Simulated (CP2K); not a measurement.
# Ga (C2/c) in CP2K: reference runs, part 2 of 2

CP2K 2026.2. The steps go on from the part before.

## Step 3: Single point, PBE (atoms moved at random, drawn with an rms of 0.05 Å)

ga_scf.inp

```
&GLOBAL
  PROJECT ga_scf
  RUN_TYPE ENERGY_FORCE
  PRINT_LEVEL LOW
&END GLOBAL
&FORCE_EVAL
  METHOD QS
  STRESS_TENSOR ANALYTICAL
  &DFT
    BASIS_SET_FILE_NAME BASIS_MOLOPT_UZH
    POTENTIAL_FILE_NAME POTENTIAL_UZH
    &MGRID
      CUTOFF 450
      REL_CUTOFF 60
      NGRIDS 5
    &END MGRID
    &QS
      METHOD GPW
      EPS_DEFAULT 1.0E-10
    &END QS
    &KPOINTS
      SCHEME MONKHORST-PACK 10 10 8
      GAMMA_CENTERED T
      SYMMETRY T
      SYMMETRY_BACKEND SPGLIB
    &END KPOINTS
    &SCF
      SCF_GUESS ATOMIC
      EPS_SCF 1.0E-6
      MAX_SCF 100
      ADDED_MOS 10
      CHOLESKY OFF
      EPS_EIGVAL 1.0E-7
      &DIAGONALIZATION ON
        ALGORITHM STANDARD
      &END DIAGONALIZATION
      &MIXING ON
        METHOD BROYDEN_MIXING
        ALPHA 0.4
        BETA 1.5
        NBUFFER 8
      &END MIXING
      &SMEAR ON
        METHOD FERMI_DIRAC
        ELECTRONIC_TEMPERATURE [K] 580.226
      &END SMEAR
    &END SCF
    &XC
      &XC_FUNCTIONAL PBE
      &END XC_FUNCTIONAL
    &END XC
    &PRINT
      &KPOINTS ON
      &END KPOINTS
      &MULLIKEN ON
      &END MULLIKEN
      &MO ON
        ENERGIES T
        OCCUPATION_NUMBERS T
        &EACH
          QS_SCF 0
        &END EACH
        ADD_LAST NUMERIC
      &END MO
      &LOWDIN ON
      &END LOWDIN
      &HIRSHFELD ON
        SHAPE_FUNCTION DENSITY
      &END HIRSHFELD
      &E_DENSITY_CUBE ON
        STRIDE 1
      &END E_DENSITY_CUBE
      &V_HARTREE_CUBE ON
        STRIDE 1
      &END V_HARTREE_CUBE
      &ELF_CUBE ON
        STRIDE 1
      &END ELF_CUBE
    &END PRINT
  &END DFT
  &SUBSYS
    &CELL
      A 4.2573925412 0.0000000000 0.0000000000
      B -3.3588665155 2.6159906309 0.0000000000
      C -0.0381524334 -0.1110779270 3.3299294416
      PERIODIC XYZ
    &END CELL
    &COORD
      Ga  -2.4084688483 2.1583480542 2.4919260582
      Ga  3.2359148907 0.3201357956 0.7879545439
    &END COORD
    &KIND Ga
      BASIS_SET TZVP-MOLOPT-PBE-GTH-q13
      POTENTIAL GTH-PBE-q13
    &END KIND
    &PRINT
      &ATOMIC_COORDINATES ON
      &END ATOMIC_COORDINATES
      &CELL ON
      &END CELL
    &END PRINT
  &END SUBSYS
  &PRINT
    &FORCES ON
    &END FORCES
    &STRESS_TENSOR ON
    &END STRESS_TENSOR
  &END PRINT
&END FORCE_EVAL
```

Potentials or basis: POTENTIAL_UZH Ga GTH-PBE-q13; TZVP-MOLOPT-PBE-GTH basis.

Launch:

```
$ OMP_NUM_THREADS=1 cp2k.psmp -i ga_scf.inp -o ga_scf.out
```

ga_scf.out:

```text

 CP2K| version string:                                       CP2K version 2026.2
 CP2K| Input file name                                                ga_scf.inp

 GLOBAL| Force Environment number                                              1
 GLOBAL| Basis set file name                                    BASIS_MOLOPT_UZH
 GLOBAL| Potential file name                                       POTENTIAL_UZH
 GLOBAL| MM Potential file name                                     MM_POTENTIAL
 GLOBAL| Coordinate file name                                      __STD_INPUT__
 GLOBAL| Method name                                                        CP2K
 GLOBAL| Project name                                                     ga_scf
 GLOBAL| Run type                                                   ENERGY_FORCE
 GLOBAL| FFT library                                                       FFTW3
[... 8 lines left out ...]
 GLOBAL| CPU model name                                                  UNKNOWN

 CELL| Volume [angstrom^3]:                                            37.086420
 CELL| Vector a [angstrom]:       4.257     0.000     0.000   |a| =     4.257393
 CELL| Vector b [angstrom]:      -3.359     2.616     0.000   |b| =     4.257393
 CELL| Vector c [angstrom]:      -0.038    -0.111     3.330   |c| =     3.332000
 CELL| Angle (b,c), alpha [degree]:                                    90.656069
 CELL| Angle (a,c), beta  [degree]:                                    90.656069
 CELL| Angle (a,b), gamma [degree]:                                   142.087422
 CELL| Numerically orthorhombic:                                              NO
 CELL| Periodicity                                                           XYZ

 CELL_REF| Volume [angstrom^3]:                                        37.086420
 CELL_REF| Vector a [angstrom     4.257     0.000     0.000   |a| =     4.257393
 CELL_REF| Vector b [angstrom    -3.359     2.616     0.000   |b| =     4.257393
 CELL_REF| Vector c [angstrom    -0.038    -0.111     3.330   |c| =     3.332000
 CELL_REF| Angle (b,c), alpha [degree]:                                90.656069
 CELL_REF| Angle (a,c), beta  [degree]:                                90.656069
 CELL_REF| Angle (a,b), gamma [degree]:                               142.087422
 CELL_REF| Numerically orthorhombic:                                          NO
 CELL_REF| Periodicity                                                       XYZ
[... 9 lines left out ...]
 TOTAL NUMBERS AND MAXIMUM NUMBERS

  Total number of            - Atomic kinds:                                   1
                             - Atoms:                                          2
                             - Shell sets:                                     2
                             - Shells:                                        20
                             - Primitive Cartesian functions:                 12
                             - Cartesian basis functions:                     80
[... 539 lines left out ...]
 MO|     22               0.836630              22.765861               0.000000
 MO|     23               0.859138              23.378335               0.000000
 MO| Sum:                                                              26.002065
 MO| E(Fermi):            0.214444 a.u.          5.835321 eV

 [... the levels of further k-points ...]

 The electron density is written in Cube    file format to the file:

 ga_scf-ELECTRON_DENSITY-1_0.cube

 !-----------------------------------------------------------------------------!
                     Mulliken Population Analysis

 #  Atom  Element  Kind  Atomic population                           Net charge
       1     Ga       1         12.999298                              0.000702
       2     Ga       1         13.000702                             -0.000702
 # Total charge                             26.000000                  0.000000

 !-----------------------------------------------------------------------------!

 !-----------------------------------------------------------------------------!
                           Hirshfeld Charges

  #Atom  Element  Kind  Ref Charge     Population                    Net charge
      1       Ga     1      13.000         13.000                         0.000
      2       Ga     1      13.000         13.000                        -0.000

  Total Charge                                                           -0.000
 !-----------------------------------------------------------------------------!

 LOWDIN POPULATION ANALYSIS

 #  Atom  Element  Kind  Atomic population                           Net charge
       1     Ga       1         12.999989                              0.000011
       2     Ga       1         13.000011                             -0.000011
 # Total charge                             26.000000                  0.000000

               ----- ELF is computed on the real space grid -----

 ELF is written in Cube    file format to the file:

 ga_scf-ELF_S1-1_0.cube

 ENERGY| Total FORCE_EVAL ( QS ) energy [hartree]           -149.191791499828412

 FORCES| Atomic forces [hartree/bohr]
 FORCES|   Atom     x               y               z               |f|
 FORCES|      1  1.19266425E-03 -2.77990559E-04 -1.40989788E-03   1.86749533E-03
 FORCES|      2 -1.85929620E-03  5.66868466E-04  2.08491525E-03   2.85047256E-03
 FORCES| Sum    -6.66631944E-04  2.88877907E-04  6.75017367E-04
 FORCES| Total atomic force                                       9.91714193E-04

 STRESS| Analytical stress tensor [bar]
 STRESS|                        x                   y                   z
 STRESS|      x        2.81512206478E+04   6.72610622686E+02   9.92796947389E+01
 STRESS|      y        6.72610622686E+02   2.97900875362E+04   4.18344653236E+03
 STRESS|      z        9.92796947389E+01   4.18344653236E+03   1.60587676963E+04
 STRESS| 1/3 Trace                                             2.46666919601E+04
 STRESS| Determinant                                           1.29676406104E+13

 STRESS| Eigenvectors and eigenvalues of the analytical stress tensor [bar]
 STRESS|                        1                   2                   3
 STRESS| Eigenvalues   1.48840588616E+04   2.79984268640E+04   3.11175901548E+04
 STRESS|      x           0.006508658049      0.975086674317      0.221728696699
 STRESS|      y          -0.270480880661     -0.211751319889      0.939149334090
 STRESS|      z           0.962703345048     -0.066085975024      0.262364085458
```

Run time: 5.9 min. Hardware: 1 thread of Arm Neoverse N1, shared host; peak memory 0.51 GiB.

What came out:

| Item | Value |
| --- | --- |
| Free energy | -4059.7151 eV |
| Pressure | 2.5 GPa |
| Largest force | 0.147 eV/Å |
| Band gap on the k mesh | none (metal or under the smearing width) |

Forces on the atoms (eV/Å):
```
Ga   0.061 -0.014 -0.072
Ga  -0.096  0.029  0.107
```

Levels at points of the mesh, in eV from the Fermi level:
| k point | band 9 | band 10 | band 11 | band 12 | band 13 | band 14 | band 15 | band 16 | band 17 | band 18 |
| --- | --- | --- | --- | --- | --- | --- | --- | --- | --- | --- |
| (0.00, 0.00, 0.00) | -14.79 | -14.65 | -11.26 | -2.11 | -1.62 | 1.62 | 5.56 | 9.67 | 10.18 | 10.43 |
| (0.00, 0.00, 0.50) | -14.73 | -14.72 | -7.90 | -7.71 | 1.58 | 1.84 | 2.45 | 2.50 | 11.57 | 11.63 |
| (0.00, 0.50, 0.00) | -14.72 | -14.68 | -6.04 | -5.10 | -1.34 | 0.02 | 5.89 | 6.60 | 8.31 | 9.37 |
| (0.00, 0.50, 0.50) | -14.68 | -14.67 | -2.92 | -2.79 | -1.62 | -1.60 | 1.66 | 2.33 | 4.46 | 4.90 |
| (0.50, 0.00, 0.00) | -14.71 | -14.67 | -6.08 | -5.02 | -1.40 | 0.04 | 5.68 | 6.58 | 8.70 | 9.40 |
| (0.50, 0.00, 0.50) | -14.68 | -14.68 | -2.98 | -2.81 | -1.72 | -1.40 | 1.85 | 2.27 | 4.31 | 4.78 |
| (0.50, 0.50, 0.00) | -14.75 | -14.72 | -9.15 | -8.60 | 3.99 | 4.62 | 5.88 | 6.09 | 7.54 | 11.15 |
| (0.50, 0.50, 0.50) | -14.81 | -14.80 | -6.06 | -5.99 | -4.44 | -4.37 | 10.70 | 11.03 | 11.80 | 11.83 |

Caveat: the basis of atomic orbitals isn't converged, which shifts pressures, moduli and gaps.
